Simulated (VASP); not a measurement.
# KI (Pm-3m) in VASP: notebook, part 2 of 2

VASP 6.6.1.

**3. Single point, r2SCAN**

The input, INCAR:

```
SYSTEM = KI
ADDGRID = .False.
ALGO = Normal
EDIFF = 1E-6
ENCUT = 450
ISIF = 2
ISMEAR = 0
LASPH = .True.
LCHARG = .False.
LMIXTAU = .True.
LREAL = .False.
LWAVE = .False.
METAGGA = R2SCAN
NBANDS = 15
NELM = 100
PREC = Accurate
SIGMA = 0.01
```

The input, KPOINTS:

```
k-points
0
Gamma
  5 5 5
  0 0 0
```

The input, POSCAR:

```
KI
1.0
    4.2911966600      0.0000000000      0.0000000000
    0.0000000000      4.2911966600      0.0000000000
    0.0000000000      0.0000000000      4.2911966600
I K
1 1
Direct
    0.5000000000      0.5000000000      0.5000000000
    0.0000000000      0.0000000000      0.0000000000
```

Potentials or basis: VASP PAW PBE potentials, release 64 (I, K_sv).

Run with:

```sh
> cat potpaw_PBE.64/I/POTCAR potpaw_PBE.64/K_sv/POTCAR > POTCAR
> mpirun -np 1 vasp_std > vasp.out
```

OUTCAR:

```text
SYSTEM = KI
   EDIFF = 1E-6
   ENCUT = 450
   ISIF = 2
   ISMEAR = 0
   LASPH = .True.
   LREAL = .False.
   METAGGA = R2SCAN
   NELM = 100
   PREC = Accurate

 Found     10 irreducible k-points:

 Following reciprocal coordinates:
            Coordinates               Weight
  0.000000  0.000000  0.000000      1.000000
  0.200000  0.000000  0.000000      6.000000
  0.400000  0.000000  0.000000      6.000000
  0.200000  0.200000  0.000000     12.000000
  0.400000  0.200000  0.000000     24.000000
  0.400000  0.400000  0.000000     12.000000
   k-points           NKPTS =     10   k-points in BZ     NKDIM =     10   number of bands    NBANDS=     15
   number of dos      NEDOS =    301   number of ions     NIONS =      2
   total plane-waves  NPLWV =  27000
   dimension x,y,z NGX =    30 NGY =   30 NGZ =   30
   dimension x,y,z NGXF=    60 NGYF=   60 NGZF=   60
   ions per type =               1   1
   NGX,Y,Z   is equivalent  to a cutoff of  11.62, 11.62, 11.62 a.u.
   NGXF,Y,Z  is equivalent  to a cutoff of  23.24, 23.24, 23.24 a.u.
 SYSTEM =  KI
   PREC   = accura    normal or accurate (medium, high low for compatibility)
   ISTART =      0    job   : 0-new  1-cont  2-samecut
   ICHARG =      2    charge: 1-file 2-atom 10-const
   ISPIN  =      1    spin polarized calculation?
   LNONCOLLINEAR =      F non collinear calculations
   LSORBIT =      F    spin-orbit coupling
   LASPH  =      T    aspherical Exc in radial PAW
   ENCUT  =  450.0 eV  33.07 Ry    5.75 a.u.   7.42  7.42  7.42*2*pi/ulx,y,z
   NELM   =    100;   NELMIN=  2; NELMDL= -5     # of ELM steps
   EDIFF  = 0.1E-05   stopping-criterion for ELM
   LREAL  =      F    real-space projection
   EDIFFG = 0.1E-04   stopping-criterion for IOM
   NSW    =      0    number of steps for IOM
   IBRION =     -1    ionic relax: 0-MD 1-quasi-New 2-CG
   NFREE  =      0    steps in history (QN), initial steepest desc. (CG)
   ISIF   =      2    stress and relaxation
   ISYM   =      2    0-nonsym 1-usesym 2-fastsym
   POTIM  = 0.5000    time-step for ionic-motion
   TEBEG  =    0.0;   TEEND  =   0.0 temperature during run
   PSTRESS=    0.0 pullay stress
   NELECT =      16.0000    total number of electrons
   NUPDOWN=      -1.0000    fix difference up-down
   EMIN   =  10.00;   EMAX   =-10.00  energy-range for DOS
   EFERMI =   0.00;   METHOD = LEGACY
   ISMEAR =     0;   SIGMA  =   0.01  broadening in eV -4-tet -1-fermi 0-gaus
   EFERMI_NEDOS =   21; number of points for ismear=-14 and -15
   IALGO  =     38    algorithm
   IMIX   =      4    mixing-type and parameters
     AMIX     =   0.40;   BMIX     =  1.00
     AMIX_MAG =   1.60;   BMIX_MAG =  1.00
  volume/ion in A,a.u.               =      39.51       266.63
  Fermi-wavevector in a.u.,A,eV,Ry     =   0.961324  1.816639 12.573738  0.924144
  Thomas-Fermi vector in A             =   2.090686
   LORBIT       =      0    0 simple, 1 ext, 2 COOP (PROOUT), +10 PAW based schemes
   METAGGA = R2SCAN    functional components
   LHFCALC =     F    Hartree Fock is set to
   AEXX    =    0.0000 exact exchange contribution
   IVDW    =     0    specifies the selected vdW correction
   LEPSILON=     F    determine dielectric tensor
   LRPA    =     F    only Hartree local field effects (RPA)
 non-spin polarized calculation
 Gauss-broadening in eV      SIGMA  =   0.01
  energy-cutoff  :      450.00
  volume of cell :       79.02
 maximum number of plane-waves:      1743
 NGX is ok and might be reduce to    30
   NGX = 15   NGY = 15   NGZ = 15

 number of electron      16.0000001 magnetization

 Free energy of the ion-electron system (eV)
  ---------------------------------------------------
  ext. energy  EPLUGINS =         0.00000000
  ---------------------------------------------------
  free energy    TOTEN  =       -33.86183967 eV

  energy without entropy =      -33.86183967  energy(sigma->0) =      -33.86183967

 E-fermi :   0.5903     XC(G=0):  -8.0473

 val. band max:        0.5201342451   @ k =   0.4000   0.4000   0.0000
 cond. band min:       4.6156799025   @ k =   0.0000   0.0000   0.0000
 fundamental gap:      4.0955456574
 Fermi energy:         0.5902702891

 k-point     1 :       0.0000    0.0000    0.0000
  band No.  band energies     occupation
      1     -30.0064      2.00000
      2     -12.6879      2.00000
      3     -12.6879      2.00000
      4     -12.6879      2.00000
      5     -10.9131      2.00000
      6       0.2082      2.00000
      7       0.2082      2.00000
      8       0.2082      2.00000
      9       4.6157      0.00000
     10       5.8326      0.00000
     11       5.8326      0.00000
     12       9.6773      0.00000
     13       9.6773      0.00000
     14       9.6773      0.00000
     15      11.7448      0.00000

 k-point     2 :       0.2000    0.0000    0.0000
  band No.  band energies     occupation
      1     -30.0048      2.00000
      2     -12.7469      2.00000
      3     -12.6839      2.00000
      4     -12.6839      2.00000
      5     -10.8033      2.00000
      6      -0.6222      2.00000
      7       0.2362      2.00000
      8       0.2362      2.00000
      9       5.3492      0.00000
     10       6.1273      0.00000
     11       6.8009      0.00000
     12       9.5549      0.00000
     13       9.5549      0.00000
     14       9.8488      0.00000
     15      10.4627      0.00000

 k-point     3 :       0.4000    0.0000    0.0000
  band No.  band energies     occupation
      1     -30.0023      2.00000
      2     -12.8343      2.00000
      3     -12.6776      2.00000
      4     -12.6776      2.00000
      5     -10.6260      2.00000
      6      -1.5880      2.00000
      7       0.2819      2.00000
      8       0.2819      2.00000
      9       6.4552      0.00000
     10       6.9543      0.00000
     11       8.2256      0.00000
     12       8.6800      0.00000
     13       9.6549      0.00000
     14       9.6549      0.00000
     15      10.2007      0.00000

 k-point     4 :       0.2000    0.2000    0.0000
  band No.  band energies     occupation
      1     -30.0033      2.00000
      2     -12.7510      2.00000
      3     -12.7155      2.00000
      4     -12.6804      2.00000
      5     -10.7261      2.00000
      6      -0.6385      2.00000
      7      -0.3877      2.00000
      8       0.2859      2.00000
      9       5.9341      0.00000
     10       6.5887      0.00000
     11       7.2282      0.00000
     12       8.9446      0.00000
     13       9.2530      0.00000
     14      10.2939      0.00000
     15      10.5127      0.00000

 k-point     5 :       0.4000    0.2000    0.0000
  band No.  band energies     occupation
      1     -30.0008      2.00000
      2     -12.8096      2.00000
      3     -12.7109      2.00000
      4     -12.6747      2.00000
      5     -10.5989      2.00000
      6      -1.4233      2.00000
      7      -0.3295      2.00000
      8       0.3690      2.00000
      9       6.4957      0.00000
     10       6.8168      0.00000
     11       8.2055      0.00000
     12       8.7133      0.00000
     13       9.1601      0.00000
     14       9.3883      0.00000
     15      10.1141      0.00000

 k-point     6 :       0.4000    0.4000    0.0000
  band No.  band energies     occupation
      1     -29.9984      2.00000
      2     -12.7728      2.00000
      3     -12.7603      2.00000
      4     -12.6700      2.00000
      5     -10.5529      2.00000
      6      -1.1557      2.00000
      7      -1.0734      2.00000
      8       0.5201      2.00000
      9       5.3809      0.00000
     10       6.9557      0.00000
     11       8.1100      0.00000
     12       8.3371      0.00000
     13       9.5894      0.00000
     14       9.6148      0.00000
     15      11.1507      0.00000

 [... further k-points ...]

------------------------ aborting loop because EDIFF is reached ----------------------------------------

  FORCE on cell =-STRESS in cart. coord.  units (eV):
  Direction    XX          YY          ZZ          XY          YZ          ZX
  --------------------------------------------------------------------------------------
  -------------------------------------------------------------------------------------
  Total        0.0188381      0.0188381      0.0188381      0.0000000      0.0000000      0.0000000
  in kB        0.3819544      0.3819544      0.3819544      0.0000000      0.0000000      0.0000000
  external PRESSURE =       0.3819544 kB  Pullay stress =       0.0000000 kB

 VOLUME and BASIS-vectors are now :
 -----------------------------------------------------------------------------
  energy-cutoff  :      450.00
  volume of cell :       79.02
      direct lattice vectors                 reciprocal lattice vectors
     4.291196660  0.000000000  0.000000000     0.233035230  0.000000000  0.000000000
     0.000000000  4.291196660  0.000000000     0.000000000  0.233035230  0.000000000
     0.000000000  0.000000000  4.291196660     0.000000000  0.000000000  0.233035230

 POSITION                                       TOTAL-FORCE (eV/Angst)
 -----------------------------------------------------------------------------------
      2.14560      2.14560      2.14560         0.000000      0.000000      0.000000
      0.00000      0.00000      0.00000         0.000000      0.000000      0.000000
 -----------------------------------------------------------------------------------
    total drift:                               -0.000000     -0.000000     -0.000000

  FREE ENERGIE OF THE ION-ELECTRON SYSTEM (eV)
  ---------------------------------------------------
  free  energy   TOTEN  =       -33.8618396717 eV

  energy  without entropy=      -33.8618396717  energy(sigma->0) =      -33.86183967
```

OSZICAR:

```text
N       E                     dE             d eps       ncg     rms          rms(c)
DAV:   1     0.485352252019E+02    0.48535E+02   -0.61422E+03   300   0.832E+02
DAV:   2    -0.325935424829E+02   -0.81129E+02   -0.74309E+02   391   0.209E+02
DAV:   3    -0.370335868823E+02   -0.44400E+01   -0.44187E+01   421   0.417E+01
DAV:   4    -0.372016878377E+02   -0.16810E+00   -0.16805E+00   441   0.768E+00
DAV:   5    -0.372036560710E+02   -0.19682E-02   -0.19682E-02   428   0.863E-01    0.312E+00
DAV:   6    -0.344450706794E+02    0.27586E+01   -0.11489E+00   464   0.910E+00    0.239E+00
DAV:   7    -0.337438196753E+02    0.70125E+00   -0.25908E-01   584   0.403E+00    0.107E+00
DAV:   8    -0.342446515322E+02   -0.50083E+00   -0.21855E-01   377   0.370E+00    0.432E-01
DAV:   9    -0.337774852984E+02    0.46717E+00   -0.23171E-01   307   0.408E+00    0.337E-01
DAV:  10    -0.338292467390E+02   -0.51761E-01   -0.79434E-02   300   0.251E+00    0.238E-01
DAV:  11    -0.338598343870E+02   -0.30588E-01   -0.13426E-02   328   0.113E+00    0.164E-01
DAV:  12    -0.338616693495E+02   -0.18350E-02   -0.16857E-03   363   0.378E-01    0.506E-02
DAV:  13    -0.338616863431E+02   -0.16994E-04   -0.44386E-04   372   0.190E-01    0.235E-02
DAV:  14    -0.338618252616E+02   -0.13892E-03   -0.81180E-05   413   0.825E-02    0.196E-02
DAV:  15    -0.338618271296E+02   -0.18680E-05   -0.88806E-07   396   0.787E-03    0.212E-02
DAV:  16    -0.338618037257E+02    0.23404E-04   -0.30461E-05   349   0.577E-02    0.741E-03
DAV:  17    -0.338618399388E+02   -0.36213E-04   -0.11621E-05   335   0.341E-02    0.261E-03
DAV:  18    -0.338618396717E+02    0.26711E-06   -0.49733E-07   304   0.746E-03
   1 F= -.33861840E+02 E0= -.33861840E+02  d E =-.234677E-24
```

It took 50 s on 1 thread of Intel Xeon Platinum 8259CL at 2.50GHz (Skylake/Cascade Lake), shared host; peak memory 0.17 GiB.

The run converged, but some of its settings lie outside the range that counts as converged, so its numbers aren't taken as properties of the crystal.

What came out:

```yaml
Free_energy: -33.8618 eV
Pressure: 0.0 GPa
Band_gap_on_the_k_mesh: 4.10 eV, indirect (least direct gap 4.41 eV)
```

Caveat: the PAW data sets were made with another functional, which shifts forces and pressure a little; spin-orbit coupling is left out, which moves the levels of the heavy elements; an odd mesh through Γ misses points on the zone boundary, where band edges often lie.

**4. Single point, r2SCAN**

INCAR is that of step 3.

KPOINTS is that of step 3.

The input, POSCAR:

```
KI
1.0
    4.2911966600      0.0000000000      0.0000000000
    0.0000000000      4.2911966600      0.0000000000
    0.0000000000      0.0000000000      4.2911966600
I K
1 1
Direct
    0.5065330000      0.4906340000      0.4946390000
   -0.0062690000      0.0032140000     -0.0010130000
```

Potentials or basis: VASP PAW PBE potentials, release 64 (I, K_sv).

Run with:

```sh
> cat potpaw_PBE.64/I/POTCAR potpaw_PBE.64/K_sv/POTCAR > POTCAR
> mpirun -np 1 vasp_std > vasp.out
```

OUTCAR:

```text
SYSTEM = KI
   EDIFF = 1E-6
   ENCUT = 450
   ISIF = 2
   ISMEAR = 0
   LASPH = .True.
   LREAL = .False.
   METAGGA = R2SCAN
   NELM = 100
   PREC = Accurate

 Found     63 irreducible k-points:

 Following reciprocal coordinates:
            Coordinates               Weight
  0.000000  0.000000  0.000000      1.000000
  0.200000  0.000000  0.000000      2.000000
  0.000000  0.200000  0.000000      2.000000
  0.000000  0.000000  0.200000      2.000000
  0.400000  0.000000  0.000000      2.000000
  0.000000  0.400000  0.000000      2.000000
   k-points           NKPTS =     63   k-points in BZ     NKDIM =     63   number of bands    NBANDS=     15
   number of dos      NEDOS =    301   number of ions     NIONS =      2
   total plane-waves  NPLWV =  27000
   dimension x,y,z NGX =    30 NGY =   30 NGZ =   30
   dimension x,y,z NGXF=    60 NGYF=   60 NGZF=   60
   ions per type =               1   1
   NGX,Y,Z   is equivalent  to a cutoff of  11.62, 11.62, 11.62 a.u.
   NGXF,Y,Z  is equivalent  to a cutoff of  23.24, 23.24, 23.24 a.u.
 SYSTEM =  KI
   PREC   = accura    normal or accurate (medium, high low for compatibility)
   ISTART =      0    job   : 0-new  1-cont  2-samecut
   ICHARG =      2    charge: 1-file 2-atom 10-const
   ISPIN  =      1    spin polarized calculation?
   LNONCOLLINEAR =      F non collinear calculations
   LSORBIT =      F    spin-orbit coupling
   LASPH  =      T    aspherical Exc in radial PAW
[... 74 lines left out ...]
     14       9.6822      0.00000
[... 77 lines left out ...]
      2     -12.8384      2.00000
      3     -12.6816      2.00000
      4     -12.6813      2.00000
      5     -10.6253      2.00000
      6      -1.5868      2.00000
      7       0.2817      2.00000
      8       0.2833      2.00000
      9       6.4571      0.00000
     10       6.9490      0.00000
     11       8.2250      0.00000
     12       8.6735      0.00000
     13       9.6493      0.00000
     14       9.6630      0.00000
     15      10.1955      0.00000

 [... further k-points ...]

------------------------ aborting loop because EDIFF is reached ----------------------------------------

  FORCE on cell =-STRESS in cart. coord.  units (eV):
  Direction    XX          YY          ZZ          XY          YZ          ZX
  --------------------------------------------------------------------------------------
  -------------------------------------------------------------------------------------
  Total        0.0492640      0.0495768      0.0513172     -0.0118485      0.0040211     -0.0042031
  in kB        0.9988612      1.0052040      1.0404900     -0.2402355      0.0815314     -0.0852210
  external PRESSURE =       1.0148518 kB  Pullay stress =       0.0000000 kB

 VOLUME and BASIS-vectors are now :
 -----------------------------------------------------------------------------
  energy-cutoff  :      450.00
  volume of cell :       79.02
      direct lattice vectors                 reciprocal lattice vectors
     4.291196660  0.000000000  0.000000000     0.233035230  0.000000000  0.000000000
     0.000000000  4.291196660  0.000000000     0.000000000  0.233035230  0.000000000
     0.000000000  0.000000000  4.291196660     0.000000000  0.000000000  0.233035230

 POSITION                                       TOTAL-FORCE (eV/Angst)
 -----------------------------------------------------------------------------------
      2.17363      2.10541      2.12259        -0.035217      0.034479      0.012244
      4.26430      0.01379      4.28685         0.035217     -0.034479     -0.012244
 -----------------------------------------------------------------------------------
    total drift:                               -0.000236     -0.000674     -0.000252

  FREE ENERGIE OF THE ION-ELECTRON SYSTEM (eV)
  ---------------------------------------------------
  free  energy   TOTEN  =       -33.8598272174 eV

  energy  without entropy=      -33.8598272174  energy(sigma->0) =      -33.85982722
```

stdout:

```text
POSCAR found type information on POSCAR I K
 POSCAR found :  2 types and       2 ions
 scaLAPACK will be used
 -----------------------------------------------------------------------------
|                                                                             |
|                                                                             |
|     You enforced a specific xc type in the INCAR file but a different       |
|     I HOPE YOU KNOW WHAT YOU ARE DOING!                                     |
|                                                                             |
 -----------------------------------------------------------------------------

 LDA part: xc-table for (None), standard interpolation
 POSCAR, INCAR and KPOINTS ok, starting setup
 FFT: planning ... GRIDC
 FFT: planning ... GRID_SOFT
 FFT: planning ... GRID
 WAVECAR not read
 entering main loop
```

Wall time 3.1 min (1 thread of Intel Xeon Platinum 8259CL at 2.50GHz (Skylake/Cascade Lake), shared host); peak memory 0.21 GiB.

These settings aren't checked as converged: the numbers below hold their error.

What came out:

| Quantity | Value |
| --- | --- |
| Free energy | -33.8598 eV |
| Pressure | 0.1 GPa |
| Largest force | 0.051 eV/Å |
| Band gap on the k mesh | 4.10 eV, indirect (least direct gap 4.41 eV) |

Caveat: the PAW data sets were made with another functional, which shifts forces and pressure a little; spin-orbit coupling is left out, which moves the levels of the heavy elements; an odd mesh through Γ misses points on the zone boundary, where band edges often lie.

**5. Single point, r2SCAN**

Edit INCAR of step 4 so:

```diff
@@ -15,3 +15,3 @@
 NELM = 100
-PREC = Accurate
-SIGMA = 0.01
+PREC = Low
+SIGMA = 0.05
```

KPOINTS is that of step 4.

The input, POSCAR:

```
KI
1.0
    4.2911966600      0.0000000000      0.0000000000
    0.0000000000      4.2911966600      0.0000000000
    0.0000000000      0.0000000000      4.2911966600
I K
1 1
Direct
    0.5000000000      0.5000000000      0.5000000000
    0.0000000000      0.0000000000      0.0000000000
```

Run with:

```sh
> cat potpaw_PBE.64/I/POTCAR potpaw_PBE.64/K_sv/POTCAR > POTCAR
> mpirun -np 1 vasp_std > vasp.out
```

It took 21 s on 1 thread of Intel Xeon Platinum 8259CL at 2.50GHz (Skylake/Cascade Lake), shared host; peak memory 0.12 GiB.

The run converged, but some of its settings lie outside the range that counts as converged, so its numbers aren't taken as properties of the crystal.

What came out:

| Item | Value |
| --- | --- |
| Free energy | -33.8626 eV |
| Pressure | 0.0 GPa |
| Band gap on the k mesh | 4.10 eV, indirect (least direct gap 4.41 eV) |

Caveat: the PAW data sets were made with another functional, which shifts forces and pressure a little; spin-orbit coupling is left out, which moves the levels of the heavy elements; an odd mesh through Γ misses points on the zone boundary, where band edges often lie.

**6. The reference run**

An earlier run on the cell as given: functional PBE; potentials or basis VASP PAW PBE potentials, release 64 (I, K_sv); cutoff 520 eV; k mesh 6 × 6 × 6; occupations fermi-dirac, width 0.05 eV; no spin polarisation.

- Pressure: 0.5 GPa
- Band gap on the k mesh: 3.33 eV, indirect (least direct gap 3.69 eV)
